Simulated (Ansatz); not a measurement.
Ideal shear of a crystal plane in P

Method: DFT PBE, scalar-relativistic, plane waves, PAW in Ansatz. Settings: plane waves to 420 eV, k-mesh 10×7×3 (Γ-centred), Gaussian smearing 0.03 eV. No spin polarisation. Energies are free energies at this smearing, counted from the undisturbed cell; pressure is positive in compression.

The starting cell (relaxed at this level):

```yaml
crystal:
  lattice:
    - [-3.31043, 0.00000, 0.00000]
    - [0.00000, 0.00000, -4.55777]
    - [0.00000, -11.28544, 0.00000]
  atoms:
    - { symbol: P, position: [0.00000, 0.08628, 0.84407] }
    - { symbol: P, position: [0.50000, 0.08628, 0.34407] }
    - { symbol: P, position: [0.00000, 0.41372, 0.34407] }
    - { symbol: P, position: [0.50000, 0.41372, 0.84407] }
    - { symbol: P, position: [0.00000, 0.91372, 0.65593] }
    - { symbol: P, position: [0.50000, 0.91372, 0.15593] }
    - { symbol: P, position: [0.00000, 0.58628, 0.15593] }
    - { symbol: P, position: [0.50000, 0.58628, 0.65593] }
```

The cell holds layers and no dispersion correction was added, so their binding is poorly described.

The cut lies on the cell's a–b face, a (0 -1 0) plane (indices in the standard cell, whose axes needn't be the Cartesian ones shown) of area 15.09 Å², between layers 3.52 Å apart. Vector c is tilted by f times 1·a − 1·b (length 5.633 Å) with the atoms' Cartesian places fixed: one unrelaxed fault a cell. The traction is dγ/du, the slope of γ against the slip u in Å. Some rows repeat others by symmetry and weren't run.

```
     f  γ (mJ/m²) traction (GPa)
0.0000          0             0.0
0.0833          3             0.1
0.1667         12             0.2
0.2500         21             0.2
0.3333         28             0.1
0.4167         33             0.1
0.5000         35             0.0
0.5833         33            -0.1
0.6667         28            -0.1
0.7500         21            -0.2
0.8333         12            -0.2
0.9167          3            -0.1
```

Q: Read off the first barrier and the stress needed to climb it, and compare with Frenkel's sinusoid.

A: The first sampled maximum lies at f = 0.500, a slip of 2.82 Å, with γ ≈ 35 mJ/m², which stands in for the unstable fault energy γ_us, and the steepest sampled slope before it is 0.2 GPa. A sinusoid γ = γ_us sin²(πu/λ) with its maximum there has λ = 5.63 Å and a largest slope πγ_us/λ = 0.2 GPa (1 mJ/m² per Å = 0.01 GPa).

Q: Is there a metastable fault on this line?

A: Apart from points where γ returns to about zero, no local minimum shows among the samples, so at this sampling the line offers no fault for a dislocation to split on; a fault can still lie off the line.

The cut is rigid; relaxing the faces lowers these energies and usually the stresses.

The gap closes along the scan, which can put kinks into the curve.

Cost: 7 runs of about 4.9 core-minutes in all, on Intel Xeon Platinum 8259CL (Skylake/Cascade Lake) (shared hosts).